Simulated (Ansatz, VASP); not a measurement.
**K: VASP beside Ansatz**

```
K
1.0
    -2.69756    2.69756    2.69756
     2.69756   -2.69756    2.69756
     2.69756    2.69756   -2.69756
K
1
Direct
  0.00000 0.00000 0.00000
```

Alike in both runs: task relaxation of cell and atoms; functional revPBE; dispersion D3(BJ); k mesh 7 × 7 × 7; occupations fermi-dirac, width 0.05 eV; no spin polarisation.

|  | VASP | Ansatz |
| --- | --- | --- |
| version | VASP 6.6.1 | Ansatz 0.2.0 |
| potentials or method | VASP PAW PBE potentials, release 64 (K_sv), cutoff 600 eV | all-electron LAPW, scalar-relativistic |

Ansatz gave:

```
relaxed volume (Å³/atom)                                     : 70.95
relaxed cell length with the largest relative difference (Å) : 4.517
energy change over the relaxation (meV/atom)                 : -9
```

Task: Estimate VASP's values.

Result: Relaxed volume (Å³/atom): 70.85; relaxed cell length with the largest relative difference (Å): 4.515; energy change over the relaxation (meV/atom): -9.

Ansatz ran all-electron here, so the differences hold the error of VASP's frozen core and of both bases.

Caveats: the PAW data sets were made with another functional, which shifts forces and pressure a little (VASP); pairwise dispersion overbinds metals, which lowers pressure and volume (VASP).
